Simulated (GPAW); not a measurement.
# AlN (F-43m) in GPAW: further runs

One crystal, AlN, is run at these levels: PBE; tasks: dielectric tensor.

All numbers are computed with GPAW 26.7.0; they aren't measurements. Logs are shortened: lines on timing, memory, paths and dates and some standing lists are left out, and cuts for length are marked. The log counts tension as positive stress, the text compression.

## Step 1: Starting point

It takes space group F-43m (No. 216, cubic). The conventional cell has a = 4.368 Å, b = 4.368 Å, c = 4.368 Å, α = 90.00°, β = 90.00°, γ = 90.00°. Al (site symmetry -43m) is surrounded by 4 N at 1.89 Å. N (site symmetry -43m) has 4 Al at 1.89 Å as nearest neighbours.

Measurements of this composition are mostly on another form, of space group No. 186.

## Step 2: Dielectric tensor, PBE

File run.py:

```python
import numpy as np
from ase.dft.bandgap import bandgap
from ase.io import read, write
from gpaw import GPAW, PW
from gpaw.response.df import DielectricFunction

atoms = read('AlN.xyz')

calc = GPAW(mode=PW(550),
            xc='PBE',
            kpts={'size': (8, 8, 8), 'gamma': True},
            occupations={'name': 'fermi-dirac', 'width': 0.001},
            nbands=11,
            convergence={'density': 1e-06},
            maxiter=150,
            txt='gpaw.txt')
atoms.calc = calc
energy = atoms.get_potential_energy()
calc.write('gs.gpw')
write('result.traj', atoms)
print(f'Energy: {energy:.6f} eV')
print('Fermi level:', round(calc.get_fermi_level(), 4), 'eV')
print(f'Gap: {bandgap(calc)[0]:.4f} eV, direct: {bandgap(calc, direct=True)[0]:.4f} eV')

for size in [(26, 26, 26)]:
    name = 'x'.join(str(n) for n in size)
    dense = calc.fixed_density(kpts={'size': size, 'gamma': True},
                               nbands=30, convergence={'bands': 24, 'eigenstates': 1e-7},
                               update_fermi_level=True, txt=f'dense-{name}.txt')
    dense.write(f'{name}.gpw', mode='all')
    df = DielectricFunction(f'{name}.gpw', frequencies=np.array([0.0]), hilbert=False, eta=0.001,
                            ecut=80, nbands=24, intraband=False, txt=f'df-{name}.txt')
    for xc in ['LR0.1']:
        for direction in ['x', 'y', 'z', [0, 1, 1], [1, 0, 1], [1, 1, 0]]:
            e0, e = df.get_macroscopic_dielectric_constant(xc=xc, direction=direction)
            print(f'{name} {xc} {direction}: {e0:.4f} without, {e:.4f} with local fields')
```

File AlN.xyz:

```xyz
2
Lattice="0.0000000000 2.1839935596 2.1839935596 2.1839935596 0.0000000000 2.1839935596 2.1839935596 2.1839935596 0.0000000000" Properties=species:S:1:pos:R:3 pbc="T T T"
Al     0.0000000000      0.0000000000      0.0000000000
N      1.0919967798      1.0919967798      1.0919967798
```

Potentials or basis: GPAW PAW data sets (gpaw-data 1.2.1), pw.

The run is started by

```
> OMP_NUM_THREADS=1 python run.py
```

gpaw.txt:

```text
__  _  _
 | _ |_)|_||  |
 |__||  | ||/\| - 26.7.0

Input parameters:
  mode=PW(ecut=550.0),
  convergence={'density': 1e-06},
  kpts=MonkhorstPack(size=(8, 8, 8), gamma=True),
  maxiter=150,
  nbands=11,
  occupations=Occupations(name='fermi-dirac', width=0.001),
  xc=XC(name='PBE')

Diagonalizing LCAO Hamiltonian
Converting LCAO to pw mode

           N
       Al

Atoms  # Å, Bohr magnetons
|   | symbol |        x |        y |        z |    initial magnetic moments |
|---|--------|----------|----------|----------|-----------------------------|
| 0 |     Al | 0.000000 | 0.000000 | 0.000000 | ( 0.0000,  0.0000,  0.0000) |
| 1 |      N | 1.091997 | 1.091997 | 1.091997 | ( 0.0000,  0.0000,  0.0000) |

Unit cell  # Å
| periodic |        x |        y |        z |  lengths |    angles |
|----------|----------|----------|----------|----------|-----------|
|      yes | 0.000000 | 2.183994 | 2.183994 | 3.088633 | 60.000000 |
|      yes | 2.183994 | 0.000000 | 2.183994 | 3.088633 | 60.000000 |
|      yes | 2.183994 | 2.183994 | 0.000000 | 3.088633 | 60.000000 |

Number of symmetries: 24
Symmetry operations  # r_c * U_cc + t_c -> r_c
|    | kind |            matrix            |
|----|------|------------------------------|
|  0 |  E   |  1, 0, 0,  0, 1, 0,  0, 0, 1 |
|  1 |  σ   |  1, 0, 0,  0, 0, 1,  0, 1, 0 |
|  2 |  σ   |  1, 0,-1,  0, 1,-1,  0, 0,-1 |
|  3 |  C3  |  1, 0,-1,  0, 0,-1,  0, 1,-1 |
|  4 |  C3  |  1,-1, 0,  0,-1, 1,  0,-1, 0 |
|  5 |  σ   |  1,-1, 0,  0,-1, 0,  0,-1, 1 |
|  6 |  σ   |  0, 1, 0,  1, 0, 0,  0, 0, 1 |
|  7 |  C3  |  0, 1, 0,  0, 0, 1,  1, 0, 0 |
|  8 |  C2  |  0, 1,-1,  1, 0,-1,  0, 0,-1 |
|  9 |  S4  |  0, 1,-1,  0, 0,-1,  1, 0,-1 |
| 10 |  C3  |  0, 0, 1,  1, 0, 0,  0, 1, 0 |
| 11 |  σ   |  0, 0, 1,  0, 1, 0,  1, 0, 0 |
| 12 |  S4  |  0, 0,-1,  1, 0,-1,  0, 1,-1 |
| 13 |  C3  |  0, 0,-1,  0, 1,-1,  1, 0,-1 |
| 14 |  S4  |  0,-1, 1,  1,-1, 0,  0,-1, 0 |
| 15 |  C2  |  0,-1, 1,  0,-1, 0,  1,-1, 0 |
| 16 |  C3  |  0,-1, 0,  1,-1, 0,  0,-1, 1 |
| 17 |  S4  |  0,-1, 0,  0,-1, 1,  1,-1, 0 |
| 18 |  S4  | -1, 1, 0, -1, 0, 1, -1, 0, 0 |
| 19 |  C3  | -1, 1, 0, -1, 0, 0, -1, 0, 1 |
| 20 |  C3  | -1, 0, 1, -1, 1, 0, -1, 0, 0 |
| 21 |  S4  | -1, 0, 1, -1, 0, 0, -1, 1, 0 |
| 22 |  σ   | -1, 0, 0, -1, 1, 0, -1, 0, 1 |
| 23 |  C2  | -1, 0, 0, -1, 0, 1, -1, 1, 0 |

BZ-sampling:
  Number of BZ points: 512
  Number of IBZ points: 29

  Monkhorst-Pack size: [8, 8, 8]
  Monkhorst-Pack shift: [0.0625, 0.0625, 0.0625]

K-points  # in reciprocal-cell coordinates
|     |                                coordinates |     weight |
|-----|--------------------------------------------|------------|
|   0 | (  0.00000000,   0.00000000,   0.00000000) | 0.00195312 |
|   1 | (  0.12500000,   0.12500000,   0.00000000) | 0.01171875 |
|   2 | (  0.12500000,   0.12500000,   0.12500000) | 0.01562500 |
|   3 | (  0.25000000,   0.12500000,   0.12500000) | 0.02343750 |
|   4 | (  0.25000000,   0.25000000,   0.00000000) | 0.01171875 |
|   5 | (  0.25000000,   0.25000000,   0.12500000) | 0.04687500 |
|   6 | (  0.25000000,   0.25000000,   0.25000000) | 0.01562500 |
|   7 | (  0.37500000,   0.25000000,  -0.37500000) | 0.04687500 |
|   8 | (  0.37500000,   0.25000000,   0.12500000) | 0.04687500 |
|   9 | (  0.37500000,   0.25000000,   0.25000000) | 0.04687500 |
| ... |                                            |            |
|  28 | (  0.50000000,   0.50000000,   0.50000000) | 0.00781250 |

Plane wave coefficients: 620
Cutoff: 550.0 eV

Spin-components: 1 (collinear spins)
Bands:           11
Projectors:      10
Spin-degeneracy: 2
Datatype:        complex128

Parallelization:
  kpt:    1
  domain: 1
  band:   1

Density:
  Valence electrons: 8.0
  Components: 1
  Grid points: [18 18 18]
  Charge: 0.0  # |e|

Potential:
  Grid points: [18 18 18]

species:
  Al:
    name:    Aluminium
    Z:       13.0
    valence: 3
    core:    10
    charge:  0.0  # [|e|]
    compensation charges:
      type: gauss
      rc: 0.34  # [Å]
      lmax: 2
    cutoffs:
      filter: 1.91  # [Å]
      core: 2.36  # [Å]
    projectors
    | kind |    occ | energy [eV] | rcut [Å] |
    |------|--------|-------------|----------|
    |   3s |  2.000 |      -7.753 |    1.085 |
    |   3p |  1.000 |      -2.712 |    1.085 |
    |    s |        |      19.459 |    1.085 |
    |    p |        |      24.499 |    1.085 |
    |    d |        |       0.000 |    1.085 |

    Using partial waves for Al as LCAO basis

  N:
    name:    Nitrogen
    Z:       7.0
    valence: 5
    core:    2
    charge:  0.0  # [|e|]
    compensation charges:
      type: gauss
      rc: 0.18  # [Å]
      lmax: 2
    cutoffs:
      filter: 1.11  # [Å]
      core: 0.96  # [Å]
    projectors
    | kind |    occ | energy [eV] | rcut [Å] |
    |------|--------|-------------|----------|
    |   2s |  2.000 |     -18.583 |    0.603 |
    |   2p |  3.000 |      -7.089 |    0.529 |
    |    s |        |       8.629 |    0.603 |
    |    p |        |      20.123 |    0.529 |
    |    d |        |       0.000 |    0.577 |

    Using partial waves for N as LCAO basis

Reference energy: -8085.144769  # eV

eigensolver:
  PPCG
  Converge bands: occupied
  niter=2

density mixing:
  MSR1-Mixer
  Pratt-step length: 0.05
  Maximum mixing coefficient: 0.75
  Old densities: 10
  SVD Regularization: 0.005
  Good broyden scale: 1.0
  Trust region scale: 1.0
  Backstep threshold: 4.0
  History deletion threshold: 6.0
  Fourier metric: weight=20.0, sigma=0.015

occupation numbers:
  Fermi-Dirac:
    width: 0.0010  # eV

poisson solver:
  ecut: 4400.0  # eV

xc functional:
  name: PBE with 2 nearest neighbor stencil

convergence criteria:
- Maximum integral of absolute [dens]ity change: 1e-06 electrons / valence electron
- Maximum [total energy] change in last 3 cyles: 0.0005 eV / valence electron
- Maximum integral of absolute [eigenst]ate change: 4e-08 eV^2 / valence electron
maximum number of iterations: 150

SCF iterations
|iter     | |      energy | eigst |  dens |
|---------|-|-------------|-------|-------|
|iter:   1| |  -16.400316 | -0.30 |       |
|iter:   2| |  -15.902849 | -2.27 | -0.56 |
|iter:   3| |  -14.465511 | -0.92 | -0.61 |
|iter:   4| |  -14.475729 | -3.07 | -1.25 |
|iter:   5| |  -14.481504 | -3.42 | -1.55 |
|iter:   6| |  -14.481561 | -5.45 | -2.76 |
|iter:   7| |  -14.481575c| -6.39 | -3.13 |
|iter:   8| |  -14.481575c| -8.64c| -4.42 |
|iter:   9| |  -14.481575c| -8.23c| -4.94 |
|iter:  10| |  -14.481575c| -9.69c| -5.94 |
|iter:  11| |  -14.481575c|-10.78c| -6.51c|

Converged in 11 steps
Energy contributions relative to reference atoms: (reference = -8085.144769)

Energy contributions:
  Kinetic:          15.921823
  Coulomb:         -13.185773
  Zero:             -0.051976
  External:          0.000000
  Xc:              -17.165649
  Entropy:          -0.000000
  Spinorbit:         0.000000
  ----------------------------
  Free energy:     -14.481575
  Extrapolated:    -14.481575

dipole moment: (-8.599695, -8.599695, -8.599695)  # |e|*Ang

Fermi level: 6.435
Eigenvalues  # (at kpt = [0.000, 0.000, 0.000])
| band index |      eig [eV] | occ [0-2] |
|------------|---------------|-----------|
|          0 |        -9.039 |     2.000 |
|          1 |         6.001 |     2.000 |
|          2 |         6.001 |     2.000 |
|          3 |         6.001 |     2.000 |
|          4 |        10.151 |     0.000 |
|          5 |        18.549 |     0.000 |
|          6 |        18.549 |     0.000 |
|          7 |        18.549 |     0.000 |
|          8 |        23.676 |     0.000 |
|          9 |        23.681 |     0.000 |
|         10 |        25.118 |     0.000 |

Gap: 3.288 eV
Transition (v -> c):
  (s=0, k=0, n=3, [0.00, 0.00, 0.00]) -> (s=0, k=24, n=4, [0.50, 0.50, 0.00])
Direct/indirect transitions are different
Direct gap: 4.150 eV
Transition at: (s=0, k=0, n=3, [0.00, 0.00, 0.00])
# Writing to gs.gpw (mode='')
```

It took 84 s on 1 thread of AMD EPYC 9B45 (Zen 5), shared host; peak memory 0.49 GiB.

Results:

* Free energy: -14.4816 eV
* Band gap on the k mesh: 3.29 eV, indirect (least direct gap 4.15 eV)
* Electronic dielectric tensor (diagonal): 4.46

Electronic dielectric tensor:
```
4.46 0.00 0.00
0.00 4.46 0.00
0.00 0.00 4.46
```

Caveat: the long-wavelength limit can be off by a per cent or two. As with any semilocal functional, this PBE gap is likely too small.

## Step 3: Dielectric tensor, PBE

run.py, as its differences from that of step 2:

```diff
@@ -32,3 +32,3 @@
                             ecut=80, nbands=24, intraband=False, txt=f'df-{name}.txt')
-    for xc in ['LR0.1']:
+    for xc in ['LR0.2']:
         for direction in ['x', 'y', 'z', [0, 1, 1], [1, 0, 1], [1, 1, 0]]:
```

AlN.xyz is that of step 2.

Potentials or basis: GPAW PAW data sets (gpaw-data 1.2.1), pw.

The run is started by

```
> OMP_NUM_THREADS=1 python run.py
```

gpaw.txt:

```text
__  _  _
 | _ |_)|_||  |
 |__||  | ||/\| - 26.7.0

Input parameters:
  mode=PW(ecut=550.0),
  convergence={'density': 1e-06},
  kpts=MonkhorstPack(size=(8, 8, 8), gamma=True),
  maxiter=150,
  nbands=11,
  occupations=Occupations(name='fermi-dirac', width=0.001),
  xc=XC(name='PBE')

Diagonalizing LCAO Hamiltonian
Converting LCAO to pw mode

           N
       Al

Atoms  # Å, Bohr magnetons
|   | symbol |        x |        y |        z |    initial magnetic moments |
|---|--------|----------|----------|----------|-----------------------------|
| 0 |     Al | 0.000000 | 0.000000 | 0.000000 | ( 0.0000,  0.0000,  0.0000) |
| 1 |      N | 1.091997 | 1.091997 | 1.091997 | ( 0.0000,  0.0000,  0.0000) |

Unit cell  # Å
| periodic |        x |        y |        z |  lengths |    angles |
|----------|----------|----------|----------|----------|-----------|
|      yes | 0.000000 | 2.183994 | 2.183994 | 3.088633 | 60.000000 |
|      yes | 2.183994 | 0.000000 | 2.183994 | 3.088633 | 60.000000 |
|      yes | 2.183994 | 2.183994 | 0.000000 | 3.088633 | 60.000000 |

Number of symmetries: 24
Symmetry operations  # r_c * U_cc + t_c -> r_c
|    | kind |            matrix            |
|----|------|------------------------------|
|  0 |  E   |  1, 0, 0,  0, 1, 0,  0, 0, 1 |
|  1 |  σ   |  1, 0, 0,  0, 0, 1,  0, 1, 0 |
|  2 |  σ   |  1, 0,-1,  0, 1,-1,  0, 0,-1 |
|  3 |  C3  |  1, 0,-1,  0, 0,-1,  0, 1,-1 |
|  4 |  C3  |  1,-1, 0,  0,-1, 1,  0,-1, 0 |
|  5 |  σ   |  1,-1, 0,  0,-1, 0,  0,-1, 1 |
|  6 |  σ   |  0, 1, 0,  1, 0, 0,  0, 0, 1 |
|  7 |  C3  |  0, 1, 0,  0, 0, 1,  1, 0, 0 |
|  8 |  C2  |  0, 1,-1,  1, 0,-1,  0, 0,-1 |
|  9 |  S4  |  0, 1,-1,  0, 0,-1,  1, 0,-1 |
| 10 |  C3  |  0, 0, 1,  1, 0, 0,  0, 1, 0 |
| 11 |  σ   |  0, 0, 1,  0, 1, 0,  1, 0, 0 |
| 12 |  S4  |  0, 0,-1,  1, 0,-1,  0, 1,-1 |
| 13 |  C3  |  0, 0,-1,  0, 1,-1,  1, 0,-1 |
| 14 |  S4  |  0,-1, 1,  1,-1, 0,  0,-1, 0 |
| 15 |  C2  |  0,-1, 1,  0,-1, 0,  1,-1, 0 |
| 16 |  C3  |  0,-1, 0,  1,-1, 0,  0,-1, 1 |
| 17 |  S4  |  0,-1, 0,  0,-1, 1,  1,-1, 0 |
| 18 |  S4  | -1, 1, 0, -1, 0, 1, -1, 0, 0 |
| 19 |  C3  | -1, 1, 0, -1, 0, 0, -1, 0, 1 |
| 20 |  C3  | -1, 0, 1, -1, 1, 0, -1, 0, 0 |
| 21 |  S4  | -1, 0, 1, -1, 0, 0, -1, 1, 0 |
| 22 |  σ   | -1, 0, 0, -1, 1, 0, -1, 0, 1 |
| 23 |  C2  | -1, 0, 0, -1, 0, 1, -1, 1, 0 |

BZ-sampling:
  Number of BZ points: 512
  Number of IBZ points: 29

  Monkhorst-Pack size: [8, 8, 8]
  Monkhorst-Pack shift: [0.0625, 0.0625, 0.0625]

K-points  # in reciprocal-cell coordinates
|     |                                coordinates |     weight |
|-----|--------------------------------------------|------------|
|   0 | (  0.00000000,   0.00000000,   0.00000000) | 0.00195312 |
|   1 | (  0.12500000,   0.12500000,   0.00000000) | 0.01171875 |
|   2 | (  0.12500000,   0.12500000,   0.12500000) | 0.01562500 |
|   3 | (  0.25000000,   0.12500000,   0.12500000) | 0.02343750 |
|   4 | (  0.25000000,   0.25000000,   0.00000000) | 0.01171875 |
|   5 | (  0.25000000,   0.25000000,   0.12500000) | 0.04687500 |
|   6 | (  0.25000000,   0.25000000,   0.25000000) | 0.01562500 |
|   7 | (  0.37500000,   0.25000000,  -0.37500000) | 0.04687500 |
|   8 | (  0.37500000,   0.25000000,   0.12500000) | 0.04687500 |
|   9 | (  0.37500000,   0.25000000,   0.25000000) | 0.04687500 |
| ... |                                            |            |
|  28 | (  0.50000000,   0.50000000,   0.50000000) | 0.00781250 |

Plane wave coefficients: 620
Cutoff: 550.0 eV

Spin-components: 1 (collinear spins)
Bands:           11
Projectors:      10
Spin-degeneracy: 2
Datatype:        complex128

Parallelization:
  kpt:    1
  domain: 1
  band:   1

Density:
  Valence electrons: 8.0
  Components: 1
  Grid points: [18 18 18]
  Charge: 0.0  # |e|

Potential:
  Grid points: [18 18 18]

species:
  Al:
    name:    Aluminium
    Z:       13.0
    valence: 3
    core:    10
    charge:  0.0  # [|e|]
    compensation charges:
      type: gauss
      rc: 0.34  # [Å]
      lmax: 2
    cutoffs:
      filter: 1.91  # [Å]
      core: 2.36  # [Å]
    projectors
    | kind |    occ | energy [eV] | rcut [Å] |
    |------|--------|-------------|----------|
    |   3s |  2.000 |      -7.753 |    1.085 |
    |   3p |  1.000 |      -2.712 |    1.085 |
    |    s |        |      19.459 |    1.085 |
    |    p |        |      24.499 |    1.085 |
    |    d |        |       0.000 |    1.085 |

    Using partial waves for Al as LCAO basis

  N:
    name:    Nitrogen
    Z:       7.0
    valence: 5
    core:    2
    charge:  0.0  # [|e|]
    compensation charges:
      type: gauss
      rc: 0.18  # [Å]
      lmax: 2
    cutoffs:
      filter: 1.11  # [Å]
      core: 0.96  # [Å]
    projectors
    | kind |    occ | energy [eV] | rcut [Å] |
    |------|--------|-------------|----------|
    |   2s |  2.000 |     -18.583 |    0.603 |
    |   2p |  3.000 |      -7.089 |    0.529 |
    |    s |        |       8.629 |    0.603 |
    |    p |        |      20.123 |    0.529 |
    |    d |        |       0.000 |    0.577 |

    Using partial waves for N as LCAO basis

Reference energy: -8085.144769  # eV

eigensolver:
  PPCG
  Converge bands: occupied
  niter=2

density mixing:
  MSR1-Mixer
  Pratt-step length: 0.05
  Maximum mixing coefficient: 0.75
  Old densities: 10
  SVD Regularization: 0.005
  Good broyden scale: 1.0
  Trust region scale: 1.0
  Backstep threshold: 4.0
  History deletion threshold: 6.0
  Fourier metric: weight=20.0, sigma=0.015

occupation numbers:
  Fermi-Dirac:
    width: 0.0010  # eV

poisson solver:
  ecut: 4400.0  # eV

xc functional:
  name: PBE with 2 nearest neighbor stencil

convergence criteria:
- Maximum integral of absolute [dens]ity change: 1e-06 electrons / valence electron
- Maximum [total energy] change in last 3 cyles: 0.0005 eV / valence electron
- Maximum integral of absolute [eigenst]ate change: 4e-08 eV^2 / valence electron
maximum number of iterations: 150

SCF iterations
|iter     | |      energy | eigst |  dens |
|---------|-|-------------|-------|-------|
|iter:   1| |  -16.400316 | -0.30 |       |
|iter:   2| |  -15.902849 | -2.27 | -0.56 |
|iter:   3| |  -14.465511 | -0.92 | -0.61 |
|iter:   4| |  -14.475729 | -3.07 | -1.25 |
|iter:   5| |  -14.481504 | -3.42 | -1.55 |
|iter:   6| |  -14.481561 | -5.45 | -2.76 |
|iter:   7| |  -14.481575c| -6.39 | -3.13 |
|iter:   8| |  -14.481575c| -8.64c| -4.42 |
|iter:   9| |  -14.481575c| -8.23c| -4.94 |
|iter:  10| |  -14.481575c| -9.69c| -5.94 |
|iter:  11| |  -14.481575c|-10.78c| -6.51c|

Converged in 11 steps
Energy contributions relative to reference atoms: (reference = -8085.144769)

Energy contributions:
  Kinetic:          15.921823
  Coulomb:         -13.185773
  Zero:             -0.051976
  External:          0.000000
  Xc:              -17.165649
  Entropy:          -0.000000
  Spinorbit:         0.000000
  ----------------------------
  Free energy:     -14.481575
  Extrapolated:    -14.481575

dipole moment: (-8.599695, -8.599695, -8.599695)  # |e|*Ang

Fermi level: 6.435
Eigenvalues  # (at kpt = [0.000, 0.000, 0.000])
| band index |      eig [eV] | occ [0-2] |
|------------|---------------|-----------|
|          0 |        -9.039 |     2.000 |
|          1 |         6.001 |     2.000 |
|          2 |         6.001 |     2.000 |
|          3 |         6.001 |     2.000 |
|          4 |        10.151 |     0.000 |
|          5 |        18.549 |     0.000 |
|          6 |        18.549 |     0.000 |
|          7 |        18.549 |     0.000 |
|          8 |        23.676 |     0.000 |
|          9 |        23.681 |     0.000 |
|         10 |        25.118 |     0.000 |

Gap: 3.288 eV
Transition (v -> c):
  (s=0, k=0, n=3, [0.00, 0.00, 0.00]) -> (s=0, k=24, n=4, [0.50, 0.50, 0.00])
Direct/indirect transitions are different
Direct gap: 4.150 eV
Transition at: (s=0, k=0, n=3, [0.00, 0.00, 0.00])
# Writing to gs.gpw (mode='')
```

It took 84 s on 1 thread of AMD EPYC 9B45 (Zen 5), shared host; peak memory 0.49 GiB.

What came out:

* Free energy: -14.4816 eV
* Band gap on the k mesh: 3.29 eV, indirect (least direct gap 4.15 eV)
* Electronic dielectric tensor (diagonal): 4.56

Electronic dielectric tensor:
```
4.56 0.00 0.00
0.00 4.56 0.00
0.00 0.00 4.56
```

Caveat: the long-wavelength limit can be off by a per cent or two.
